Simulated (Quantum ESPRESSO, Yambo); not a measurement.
# RbBr (Fm-3m): G0W0 on several meshes in Yambo, part 2 of 2

Wanted: mesh dependence and cost of G0W0 for RbBr (Fm-3m).

Quantum ESPRESSO 7.5 and Yambo 5.3.0; PBE and many-body steps on it, plane waves. Known limits of the many-body steps: not at the basis limit; no spin-orbit coupling; coarse k mesh.

So far. Step 4 (4×4×4): The gap on the mesh goes from 4.36 eV to 7.53 eV, a correction of +3.17 eV. Step 5 (Empty states on the mesh, 2×2×2 mesh, 149 bands): On this mesh the gap is 4.364 eV.

The database entry behind the starting cell differs from later determinations by our own check (about 0.5 % short), so it need not match the best structure at ambient conditions.

## Step 6: Conversion and set-up

This step: Yambo 5.3.0; conversion and set-up on PBE, plane waves, norm-conserving pseudopotentials.

Started as:

```bash
> (cd o/x.save; p2y > p2y.log; mv SAVE ../..); yambo > setup.log
```

What it wrote:

```text
 Yambo, version 5.3.0

 [02] CORE Variables Setup
 =========================

  [02.01] Unit cells
  ==================

  Cell kind             :  FCC
  Atoms in the cell     :  Rb  Br
  number of Rb atoms    :  1
  number of Br atoms    :  1

  List of atomic masses
  Mass of Rb    :  85.46800
  Mass of Br    :  79.90400

  List of atomic coordinates    : [cc]
  Rb1       :  0.000000  0.000000  0.000000  order 1
  Br1       :  6.476091  6.476091  6.476091  order 2

  Alat factors          :  6.476091  6.476091  6.476091 [a.u.]
  Direct lattice volume :  543.2114 [a.u.]
[...]
0.000000  0.000000  0.000000  0.000000  0.000000  0.000000  0.000000  0.000000

 [03] Transferred momenta grid and indexing
 ==========================================

 IBZ Q-points                                      :  3
 BZ  Q-points                                      :   8

 K/Q-points units:
 rlu = crystal or reduced units; cc = cartesian coordinates; iku = interal k-units

 Q [1]          [rlu]:  0.000000  0.000000  0.000000
 Q [2]          [rlu]: -0.41010E-16  0.14502E-16 -0.50000
 Q [3]          [rlu]: -0.63786E-16 -0.50000     -0.50000

  [03.01] X indexes
  =================

   [03.01.01] Sigma indexes
   ========================

 [06] Game Over & Game summary
```

It took 4 s on 1 MPI rank of Arm Neoverse N1, shared host; peak memory 0.26 GiB.

## Step 7: 2×2×2

This step: G0W0 on PBE, plane waves, norm-conserving pseudopotentials.

Contents of gw11.in:

```
HF_and_locXC
gw0
dyson
ppa
em1d
rim_cut
RandQpts= 1000000
RandGvec= 1 RL
EXXRLvcs= 76 Ry
VXCRLvcs= 304 Ry
Chimod= "HARTREE"
% BndsRnXp
 1 | 149 |
%
NGsBlkXp= 11.5 Ry
% LongDrXp
 1 | 1 | 1 |
%
% GbndRnge
 1 | 149 |
%
DysSolver= "n"
ExtendOut
PPAPntXp= 27.21138 eV
% QPkrange
 1 | 1 | 12 | 15 |
%
```

Started as:

```bash
> OMP_NUM_THREADS=1 mpirun -n 4 yambo -F gw11.in -J gw11 -C gw11 > gw11.log
```

What it wrote:

```text
 Yambo, version 5.3.0

 [02] CORE Variables Setup
 =========================

  [... cell, symmetries and grids as in the set-up ...]

  [02.05] Energies & Occupations
  ==============================

  [X] === General ===
  [X] Electronic Temperature                        :  0.000000  0.000000 [eV K]
  [X] Bosonic    Temperature                        :  0.000000  0.000000 [eV K]
  [X] Finite Temperature mode                       : no
  [X] El. density                                   :  0.32300E+24 [cm-3]
  [X] Fermi Level                                   :  2.132238 [eV]

  [X] === Gaps and Widths ===
  [X] Conduction Band Min                           :  4.364251 [eV]
  [X] Valence Band Max                              :  0.000000 [eV]
  [X] Filled Bands                                  :  13
  [X] Empty Bands                                   :   14  149
  [X] Direct Gap                                    :  4.364251 [eV]
  [X] Direct Gap localized at k                     :  1
  [X] Indirect Gap                                  :  4.364251 [eV]
  [X] Indirect Gap between kpts                     :  1  1
  [X] Last valence band width                       :  0.354275 [eV]
  [X] 1st conduction band width                     :  2.452658 [eV]

 [03] Transferred momenta grid and indexing
 ==========================================

 IBZ Q-points                                      :  3
 BZ  Q-points                                      :   8

 K/Q-points units:
 rlu = crystal or reduced units; cc = cartesian coordinates; iku = interal k-units

 Q [1]          [rlu]:  0.000000  0.000000  0.000000
 Q [2]          [rlu]: -0.41010E-16  0.14502E-16 -0.50000
 Q [3]          [rlu]: -0.63786E-16 -0.50000     -0.50000

 [04] Coloumb potential Random Integration (RIM)
[...]
================================================

 [VXC] Plane waves :   48671
 [EXS] Plane waves :   6081

 QP @ state[ 1 ] K range:  1  1
 QP @ state[ 1 ] b range:  12  15

 [xc] Functional : Perdew, Burke & Ernzerhof(X)+Perdew, Burke & Ernzerhof(C)
 [xc] LIBXC used to calculate xc functional
  PP Number of Atomic Species                      :  2
  NLCC RL compoments                               :   48671
  PP Number of Atomic Species                      :  2
  NLCC RL compoments                               :   48671

 [xc] E_xc :  -16.28537 [Ha]
      E_xc :  -32.57074 [Ry]

  Local XC kind (lXC) : Perdew, Burke & Ernzerhof(X)+Perdew, Burke & Ernzerhof(C)
  Non-Local XC kind (nlXC) : Hartree-Fock

  Corrections @ K [1] :  [eV]
 <12|nlXC|12> = -19.20831 -0.19047E-16 <12|lXC|12> = -14.23789  0.94408E-16
 <13|nlXC|13> = -19.20831  0.19770E-16 <13|lXC|13> = -14.23789  0.37763E-15
 <14|nlXC|14> = -3.388638 -0.29026E-17 <14|lXC|14> = -6.903180  0.47204E-16
 <15|nlXC|15> = -3.170924  0.14786E-17 <15|lXC|15> = -7.420680  0.000000

 [08] Dyson equation: Newton solver
 ==================================

  [08.01] G0W0 (W PPA)
  ====================

  [  GW  ] Bands range     :    1  149
  [GW/PPA] G damping       :  0.100000 [eV]

  QP @ state[ 1 ] K range:  1  1
  QP @ state[ 1 ] b range:  12  15

   Sc/G bands                                       :    1  149
   Sc/G damping                                     :  0.100000 ev
   Sc bands terminator                              : no
   Sx RL components                                 :   6081

   QP @ state[ 1 ] K range                          :  1  1
   QP @ state[ 1 ] b range                          :  12  15
   GF energies kind                                 : Perdew, Burke & Ernzerhof(X)+Perdew, Burke & Ernzerhof(C)
   GF WF`s kind                                     : Perdew, Burke & Ernzerhof(X)+Perdew, Burke & Ernzerhof(C)
   Xs energies kind                                 : Perdew, Burke & Ernzerhof(X)+Perdew, Burke & Ernzerhof(C)
   Xs WF`s kind                                     : Perdew, Burke & Ernzerhof(X)+Perdew, Burke & Ernzerhof(C)

 [11] Game Over & Game summary
```

Run time: 29 s. Hardware: 4 MPI ranks; peak memory 1.4 GiB.

Numbers from this step:

| Item | Value |
| --- | --- |
| G0W0 gap on the points computed | 7.381 eV |
| starting gap on the mesh | 4.364 eV |
| k of the valence top | 0, 0, 0 |
| k of the conduction bottom | 0, 0, 0 |
| least direct G0W0 gap on the computed points | 7.381 eV |
| Z at the valence top | 0.8256 |
| Z at the conduction bottom | 0.8731 |

Against G0W0 in Yambo (4×4×4 mesh, 149 bands, screening to 156.5 eV, Godby-Needs plasmon pole), the gap moves by −0.150 eV.

## Step 8: The runs together

Times are wall times on 4 MPI ranks of Arm Neoverse N1, shared host, good to a factor of about two.

| run | mesh | bands | screening cutoff (eV) | DFT gap (eV) | gap on the mesh (eV) | direct (eV) | time |
| --- | --- | --- | --- | --- | --- | --- | --- |
| 4×4×4 | 4×4×4 | 149 | 156.5 | 4.364 | 7.531 | 7.531 | 5.7 min |
| 2×2×2 | 2×2×2 | 149 | 156.5 | 4.364 | 7.381 | 7.381 | 29 s |

## Step 9: Results

* 4×4×4: 7.531 eV
* 2×2×2: 7.381 eV
* known limits: not at the basis limit; no spin-orbit coupling; coarse k mesh

In words: 2×2×2: −0.150 eV against 4×4×4. Bands and cutoff are finite, so the gap is not at the basis limit. The miss can reach some tenths of an eV and take either sign; the mesh is an error of its own. In the G0W0 runs levels were corrected at 1 k point alone, so a gap called «on the mesh» is the least over those, and an edge elsewhere would be missed. The many-body steps are scalar-relativistic: spin-orbit coupling is not in them.

[Paths, hosts, dates, memory and timing lines, banners, echoed tables and standing remarks are left out of the program output.]

[Logs are printed without paths, hosts, clocks, repeated set-up lines and the standing remarks that a program may print on its own settings, such as how far it seeks lower states.]

[Runs of the session that timed out or met a known fault of the program may be left out.]

[Hosts, paths, dates, database ids (printed as entryN), source tags and the programs' standing remarks are cut or masked in the printed files.]
